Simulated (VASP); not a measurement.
# SiC (F-43m): a series in uniaxial stress along [111]

How do the elastic response and the band edges of SiC follow uniaxial stress along [111]?

Program: VASP 6.6.1. Level of theory: LDA; plane waves and PAW (Si, C), in the first sound run; inputs show where later runs differ. Results are calculated unless marked as measured.

## Step 1: Set-up

The structure is cubic, space group F-43m (No. 216). The conventional cell has a = 4.360 Å, b = 4.360 Å, c = 4.360 Å, α = 90.00°, β = 90.00°, γ = 90.00°. Nearest to Si lie 4 C at 1.89 Å. C has 4 Si at 1.89 Å nearest. Farther neighbours are not listed.

## Step 2: Relax the crystal, LDA

The series starts from the cell that this level prefers, so that zero strain is near zero stress.

This step took 2 runs in a row; the last is shown.

Level: LDA; plane waves and PAW (Si, C).

File INCAR:

```
SYSTEM = SiC
PREC = Accurate
ENCUT = 600
EDIFF = 1E-07
NELM = 120
ISMEAR = 0
SIGMA = 0.02
LREAL = .FALSE.
ALGO = Normal
GGA = CA
NBANDS = 10
LORBIT = 11
LWAVE = .FALSE.
LCHARG = .FALSE.
KPAR = 8
IBRION = 2
NSW = 40
ISIF = 3
EDIFFG = -0.005
POTIM = 0.4
```

File POSCAR:

```
SiC
1.0
    0.0000000000      2.1652404209      2.1652404209
    2.1652404209      0.0000000000      2.1652404209
    2.1652404209      2.1652404209      0.0000000000
Si C
1 1
Direct
    0.0000000000      0.0000000000      0.0000000000
    0.2500000000      0.2500000000      0.2500000000
```

File KPOINTS:

```
Automatic mesh
0
Gamma
12 12 12
0 0 0
```

Potentials, in the order of the species: Si and C (LDA family, release 64).

Launch:

```sh
$ mpirun -np 8 vasp_std
```

What it wrote:

```text
[banner, memory and clock lines left out]
running    8 mpi-ranks, on    1 nodes
[...]
|                                                                             |
|           W    W    AA    RRRRR   N    N  II  N    N   GGGG   !!!           |
|           W    W   A  A   R    R  NN   N  II  NN   N  G    G  !!!           |
|           W    W  A    A  R    R  N N  N  II  N N  N  G       !!!           |
|           W WW W  AAAAAA  RRRRR   N  N N  II  N  N N  G  GGG   !            |
|           WW  WW  A    A  R   R   N   NN  II  N   NN  G    G                |
|           W    W  A    A  R    R  N    N  II  N    N   GGGG   !!!           |
|                                                                             |
|     For optimal performance we recommend to set                             |
|       NCORE = 2 up to number-of-cores-per-socket                            |
|     NCORE specifies how many cores store one orbital (NPAR=cpu/NCORE).      |
|     This setting can greatly improve the performance of VASP for DFT.       |
[...]
|     Unfortunately you need to use the default for GW and RPA                |
|     calculations (for HF NCORE is supported but not extensively tested      |
|     yet).                                                                   |
|                                                                             |

 LDA part: xc-table for (Slater(with rela. corr.)+CA(PZ))
 , standard interpolation
 POSCAR, INCAR and KPOINTS ok, starting setup
[...]
entering main loop
       N       E                     dE             d eps       ncg     rms          rms(c)
DAV:   1     0.408551955512E+01    0.40855E+01   -0.44454E+03  1504   0.771E+02
DAV:   2    -0.180102019773E+02   -0.22096E+02   -0.20958E+02  1842   0.117E+02
DAV:   3    -0.187329053029E+02   -0.72270E+00   -0.72107E+00  1674   0.186E+01
DAV:   4    -0.187365577239E+02   -0.36524E-02   -0.36521E-02  1648   0.166E+00
[...]
DAV:  11    -0.166448018267E+02   -0.42571E-06   -0.30540E-06  1718   0.119E-02    0.134E-02
DAV:  12    -0.166448016038E+02    0.22293E-06   -0.68107E-07  1496   0.428E-03    0.594E-04
DAV:  13    -0.166448016031E+02    0.75374E-09   -0.28134E-08   750   0.115E-03
   1 F= -.16644802E+02 E0= -.16644802E+02  d E =-.166448E+02
[...]
reached required accuracy - stopping structural energy minimisation
```

Wall time 4.2 s (8 MPI ranks of AMD EPYC 7R43, shared host); peak memory 0.85 GiB; 28 s of CPU time.

The logs omit lines about the potential files and the build; timing stands in the text.

From OUTCAR (step 2):

```text
  Total        0.0011091      0.0011091      0.0011091      0.0000000      0.0000000      0.0000000
  in kB        0.0875245      0.0875245      0.0875245      0.0000000      0.0000000      0.0000000
  external PRESSURE =       0.0875245 kB  Pullay stress =       0.0000000 kB

 POSITION                                       TOTAL-FORCE (eV/Angst)
 -----------------------------------------------------------------------------------
      0.00000      0.00000      0.00000         0.000000      0.000000      0.000000
      1.08262      1.08262      1.08262        -0.000000     -0.000000     -0.000000
 -----------------------------------------------------------------------------------
    total drift:                                0.000000      0.000000      0.000000

  FREE ENERGIE OF THE ION-ELECTRON SYSTEM (eV)
  ---------------------------------------------------
  free  energy   TOTEN  =       -16.6448016031 eV

  energy  without entropy=      -16.6448016031  energy(sigma->0) =      -16.64480160

 reached required accuracy - stopping structural energy minimisation

[... 3 further parts left out ...]
[key lines of the parts left out:]
E-fermi :   8.4189
```

This run gave:

* energy(sigma→0) of the program: -16.6448 eV
* stress, compression positive: 0.01 along [111], 0.01 across it (mean), GPa
* volume: 20.302 Å³
* ionic steps: 1

## Step 3: Strain across the axis, LDA

One member in full: the axis is strained by 1.5 %, and the two directions across it are strained alike until their mean stress is under 0.012 GPa or five steps are spent.

This step took 3 runs, each at a new trial strain with the atoms of the one before; the last is shown.

Level: LDA; plane waves and PAW (Si, C); cell typed or built by script.

INCAR: that of step 2 with these lines changed.

```diff
@@ -14,7 +14,7 @@
 LCHARG = .FALSE.
-KPAR = 8
-IBRION = 2
-NSW = 40
-ISIF = 3
-EDIFFG = -0.005
-POTIM = 0.4
+KPAR = 2
+IBRION = 1
+NSW = 25
+ISIF = 2
+EDIFFG = -0.004
+POTIM = 0.3
```

File POSCAR:

```
SiC
1.0
    0.0235731350      2.1859324590      2.1859324590
    2.1859324590      0.0235731350      2.1859324590
    2.1859324590      2.1859324590      0.0235731350
Si C
1 1
Direct
    0.0004875377      0.0004875377      0.0004875377
    0.2495124623      0.2495124623      0.2495124623
```

KPOINTS is that of step 2.

Launch:

```sh
$ mpirun -np 2 vasp_std
```

What it wrote:

```text
[banner, memory and clock lines left out]
running    2 mpi-ranks, on    1 nodes
[...]
LDA part: xc-table for (Slater(with rela. corr.)+CA(PZ))
 , standard interpolation
 POSCAR, INCAR and KPOINTS ok, starting setup
[...]
entering main loop
       N       E                     dE             d eps       ncg     rms          rms(c)
DAV:   1     0.445754510291E+01    0.44575E+01   -0.43139E+03  3892   0.757E+02
DAV:   2    -0.179367356996E+02   -0.22394E+02   -0.21141E+02  4936   0.119E+02
DAV:   3    -0.186890054128E+02   -0.75227E+00   -0.75088E+00  4470   0.191E+01
DAV:   4    -0.186924133347E+02   -0.34079E-02   -0.34076E-02  4346   0.163E+00
[...]
DAV:  11    -0.166373687673E+02   -0.47409E-06   -0.36424E-06  4528   0.130E-02    0.136E-02
DAV:  12    -0.166373685368E+02    0.23046E-06   -0.67765E-07  3952   0.455E-03    0.116E-03
DAV:  13    -0.166373685340E+02    0.28899E-08   -0.68520E-08  2008   0.164E-03
   1 F= -.16637369E+02 E0= -.16637369E+02  d E =-.166374E+02
 BRION: g(F)=  0.342E-06 g(S)=  0.000E+00
 reached required accuracy - stopping structural energy minimisation
```

Run time: 26 s. Hardware: 2 MPI ranks; peak memory 0.27 GiB; 50 s of CPU time.

OUTCAR, selected parts (step 3):

```text
  Total       -0.3456449     -0.3456449     -0.3456449     -0.3460471     -0.3460471     -0.3460471
  in kB      -26.9452854    -26.9452854    -26.9452854    -26.9766417    -26.9766417    -26.9766417
  external PRESSURE =     -26.9452854 kB  Pullay stress =       0.0000000 kB

 POSITION                                       TOTAL-FORCE (eV/Angst)
 -----------------------------------------------------------------------------------
      0.00214      0.00214      0.00214         0.001404      0.001404      0.001404
      1.09672      1.09672      1.09672        -0.001404     -0.001404     -0.001404
 -----------------------------------------------------------------------------------
    total drift:                                0.000016      0.000016      0.000016

  FREE ENERGIE OF THE ION-ELECTRON SYSTEM (eV)
  ---------------------------------------------------
  free  energy   TOTEN  =       -16.6373685340 eV

  energy  without entropy=      -16.6373685340  energy(sigma->0) =      -16.63736853

[... 1 part as in an earlier step ...]

[... 3 further parts left out ...]
[key lines of the parts left out:]
E-fermi :   8.2816
```

This run gave:

| Property | Result |
| --- | --- |
| energy(sigma→0) of the program | -16.6374 eV |
| stress, compression positive | -8.09 along [111], 0.00 across it (mean), GPa |
| ionic steps | 1 |

## Step 4: Band edges, TB-mBJ

Short lines in KPOINTS_OPT sample the zone centre along and across the axis, for masses, and the other valleys.

Level: TB-mBJ; plane waves and PAW (Si, C); cell typed or built by script.

TB-mBJ has no energy functional, so the total energy, stress and pressure in this output mean nothing.

File INCAR:

```
SYSTEM = SiC
PREC = Accurate
ENCUT = 600
EDIFF = 1E-06
NELM = 150
ISMEAR = 0
SIGMA = 0.02
LREAL = .FALSE.
ALGO = Normal
METAGGA = MBJ
LASPH = .TRUE.
NBANDS = 9
LWAVE = .FALSE.
LCHARG = .FALSE.
KPAR = 2
```

POSCAR is that of step 3.

File KPOINTS:

```
Automatic mesh
0
Gamma
9 9 9
0 0 0
```

File KPOINTS_OPT:

```
Line mode
6
Line-mode
Reciprocal
  0.00000000   0.00000000   0.00000000
  0.02019443   0.02019443   0.02019443

  0.00000000   0.00000000   0.00000000
 -0.01216755   0.01216755   0.00000000

  0.31000000   0.31000000   0.00000000
  0.50000000   0.50000000   0.00000000

  0.00000000   0.31000000   0.31000000
  0.00000000   0.50000000   0.50000000

  0.45000000   0.45000000   0.45000000
  0.50000000   0.50000000   0.50000000

  0.45000000   0.00000000   0.00000000
  0.50000000   0.00000000   0.00000000

  0.42500000   0.42500000   0.00000000
  0.42518759   0.44239510   0.01739510

  0.50000000   0.50000000   0.50000000
  0.48783245   0.51216755   0.50000000
```

Launch:

```sh
$ mpirun -np 2 vasp_std
```

What it wrote:

```text
[banner, memory and clock lines left out]
running    2 mpi-ranks, on    1 nodes
[...]
|                                                                             |
|               ----> ADVICE to this user running VASP <----                  |
|                                                                             |
|     You enforced a specific xc type in the INCAR file but a different       |
|     [... a line on the potential file left out ...]
|     I HOPE YOU KNOW WHAT YOU ARE DOING!                                     |
|                                                                             |

 LDA part: xc-table for (None), standard interpolation
 POSCAR, INCAR and KPOINTS ok, starting setup
[...]
entering main loop
       N       E                     dE             d eps       ncg     rms          rms(c)
DAV:   1     0.230134582486E+01    0.23013E+01   -0.44689E+03  1554   0.857E+02
DAV:   2    -0.211862694310E+02   -0.23488E+02   -0.21700E+02  2149   0.119E+02
DAV:   3    -0.218162436571E+02   -0.62997E+00   -0.62932E+00  1735   0.195E+01
DAV:   4    -0.218186998352E+02   -0.24562E-02   -0.24559E-02  1841   0.144E+00
[...]
DAV:  36    -0.173859732615E+02    0.19285E-05   -0.36385E-12   765   0.148E-05    0.301E-06
DAV:  37    -0.173859719238E+02    0.13377E-05   -0.10798E-12   765   0.116E-05    0.203E-06
DAV:  38    -0.173859712657E+02    0.65817E-06   -0.12751E-13   765   0.830E-06
   1 F= -.17385971E+02 E0= -.17385971E+02  d E =-.210222E-38
 Start KPOINTS_OPT (optional k-point list driver)
k-point batch [1-48\48]
       N       E                     dE             ncg
DAV:   1     0.262718691722E+04   -0.10425E+05      912
DAV:   2     0.147418814273E+04   -0.11530E+04     1249
DAV:   3     0.145511160479E+04   -0.19077E+02      966
DAV:   4     0.145504838808E+04   -0.63217E-01     1095
DAV:   5     0.145504817746E+04   -0.21063E-03     1010
DAV:   6     0.145504817650E+04   -0.95305E-06     1129
```

Elapsed: 58 s, on 2 MPI ranks; peak memory 0.28 GiB; 1.9 min of CPU time.

From OUTCAR (step 4):

```text
  LATTYP: Found a trigonal (rhomboedric) cell.
 ALAT       =     3.0914652066
 COS(alpha) =     0.5107543189

 Subroutine GETGRP returns: Found  6 space group operations
 (whereof  6 operations were pure point group operations)

The static configuration has the point symmetry C_3v.

 Found     85 irreducible k-points:

   k-points           NKPTS =     85   k-points in BZ     NKDIM =     85   number of bands    NBANDS=      9

   dimension x,y,z NGX =    28 NGY =   28 NGZ =   28
   dimension x,y,z NGXF=    56 NGYF=   56 NGZF=   56

   ENCUT  =  600.0 eV  44.10 Ry    6.64 a.u.   6.17  6.17  6.17*2*pi/ulx,y,z

   NELECT =       8.0000    total number of electrons

 E-fermi :   8.3466

 k-point     1 :       0.0000    0.0000    0.0000
  band No.  band energies     occupation
      1      -7.4719      2.00000
      2       8.0119      2.00000
      3       8.1692      2.00000
      4       8.1692      2.00000
      5      15.0942      0.00000
      6      16.0465      0.00000
      7      16.2959      0.00000
      8      16.2959      0.00000
      9      23.7322      0.00000

 k-point     2 :       0.1111    0.0000    0.0000
  band No.  band energies     occupation
      1      -7.2328      2.00000
      2       6.9751      2.00000
      3       7.8668      2.00000
      4       7.9958      2.00000
      5      15.2842      0.00000
      6      16.3564      0.00000
      7      16.6126      0.00000
      8      16.7605      0.00000
      9      22.5516      0.00000

  Total       11.3666739     11.3666739     11.3666739     -0.3379328     -0.3379328     -0.3379328
  in kB      886.1068478    886.1068478    886.1068478    -26.3440784    -26.3440784    -26.3440784
  external PRESSURE =     886.1068478 kB  Pullay stress =       0.0000000 kB

 POSITION                                       TOTAL-FORCE (eV/Angst)
 -----------------------------------------------------------------------------------
      0.00214      0.00214      0.00214        -0.134296     -0.134296     -0.134296
      1.09672      1.09672      1.09672         0.134296      0.134296      0.134296
 -----------------------------------------------------------------------------------
    total drift:                               -0.180517     -0.180517     -0.180517

  FREE ENERGIE OF THE ION-ELECTRON SYSTEM (eV)
  ---------------------------------------------------
  free  energy   TOTEN  =       -17.3859712657 eV

  energy  without entropy=      -17.3859712657  energy(sigma->0) =      -17.38597127

[... 1 part as in an earlier step ...]

[... 7 further parts left out ...]
```

## Step 5: All members

LASPH is off in runs at LDA and on in runs at TB-mBJ.

Runs beyond LDA use the data sets made with LDA; this shifts their levels slightly, and their total energies have another zero (at TB-mBJ, which has no energy functional, they mean nothing).

The other members went through these steps as far as the tables show, with the same cutoff and, step by step, the same mesh; 33 runs are not shown. The session took 0.73 core hours (wall time by ranks) on a shared machine.

```tsv
strain along the axis (%)	strain across the axis (%)	stress along the axis, tension positive (GPa)	energy above the unstrained row (meV/atom)	gap on the mesh, LDA (eV)
-2.000	0.212	-11.479	7.416	1.105
-1.500	0.156	-8.541	4.189	1.154
-1.000	0.102	-5.661	1.888	1.203
-0.500	0.051	-2.809	0.496	1.247
0	0.000	-0.009	0.000	1.289
0.500	-0.046	2.745	0.385	1.273
1.000	-0.090	5.445	1.631	1.257
1.500	-0.133	8.090	3.717	1.239
2.000	-0.174	10.677	6.625	1.221
```

Slopes at zero strain, from cubics through all rows: strain ratio -0.096, stress over strain 555 GPa.

Band edges at TB-mBJ, counted from the valence-band top at Γ, with one row partly withheld:

```tsv
strain along the axis (%)	gap (eV)	conduction band at Γ (eV)	Δ or X valley along z (eV)	Δ or X valley along x (eV)	lowest conduction level at L, [111] (eV)	lowest conduction level at L, [-111] (eV)	second valence level below the top (eV)	third valence level below the top (eV)
-2.000	2.152	7.128	2.152	2.152	6.024	6.442	0.232	0.232
-1.500	2.201	7.172	2.201	2.201	6.109	6.423	0.173	0.173
-1.000	2.250	7.207	2.250	2.250	?	6.404	0.112	0.112
-0.500	2.293	7.226	2.293	2.293	6.275	6.381	0.056	0.056
0	2.334	7.226	2.334	2.334	6.355	6.355	0.000	0.000
0.500	2.318	7.149	2.318	2.318	6.379	6.273	0.000	0.054
1.000	2.301	7.048	2.301	2.301	6.403	6.190	0.000	0.107
1.500	2.283	6.925	2.283	2.283	6.426	6.106	0.000	0.157
2.000	2.264	6.785	2.264	2.264	6.449	6.022	0.000	0.206
```

## Step 6: A fit to the known rows

The quantity to fit is the splitting of the lowest conduction levels at the L points ([111] less [-111]) at TB-mBJ: -0.418, -0.315, -0.106, 0.000, 0.106, 0.213, 0.320, 0.428 eV in the rows shown.

A least-squares parabola through the 8 rows shown, with d the strain along the axis less the strain across it, in %: E = 0.001723 d² + 0.1930 d + 5.50e-5 (eV), r.m.s. residual 1.0e-4 eV.

At d = -1.102 this predicts -0.2105 eV.

## Step 7: The withheld row

The calculation gives -0.2108 eV, so the prediction is 0.0003 eV too high.

The splitting is Ξu times 8/9 of d, with d as a fraction, so the linear term gives Ξu = 21.7 eV.

## Step 8: Outcome

| Quantity | Value |
| --- | --- |
| Poisson ratio | 0.096 |
| Young's modulus along the axis | 555 GPa |
| gap of the unstrained cell, TB-mBJ | 2.33 eV |
| shear deformation potential Ξu of the lowest conduction levels at L | 21.7 eV |
| error of the predicted row | 0.3 meV |

In words: As a check, the curvature of the energy gives 555 GPa for the same modulus (energy per volume = E/2 × strain²), 0 % from the slope of the stress. The energy also has a linear term worth 0.17 GPa that the stress column lacks, a mark of the finite basis. At TB-mBJ the lowest conduction valley is Δ or X throughout, and the gap runs between 2.15 and 2.33 eV. Hole masses are left out throughout, since the top bands are degenerate or cross in many series; of conduction masses, those of the Γ, L and (for Si and Ge under (001) strain) Δ valleys are kept where they change by under an eighth between rows. A measured gap of unstrained SiC is 2.39 eV (arxiv:2009.14696, band gap at cryogenic temperature, temperature not given); the static gaps here belong to the lattice relaxed at LDA. TB-mBJ is a potential fitted for gaps; it has no energy functional, so its total energies and forces mean nothing, and its bands tend to come out too narrow. Spin-orbit coupling is left out at TB-mBJ, so the valence splittings there lack it. Δ or X levels are the lowest on their line, refined by a parabola unless they lie at X; the gap is read from all points sampled and can differ from the lowest valley by some meV, or by tens of meV where strain moves the valence top off Γ. Temperature, zero-point motion and excitons are left out.

[Lines on the potential files, build, host, timing and source positions are cut from VASP's logs without a mark.]

[Logs are printed without paths, hosts, clocks, repeated set-up lines and the standing remarks that a program may print on its own settings, such as how far it seeks lower states.]

[Hosts, paths, dates, database ids (printed as entryN), source tags and the programs' standing remarks are cut or masked in the printed files.]

[In band tables of VASP the shares of atoms and orbitals are scaled to a sum of 1 inside the atoms' spheres.]
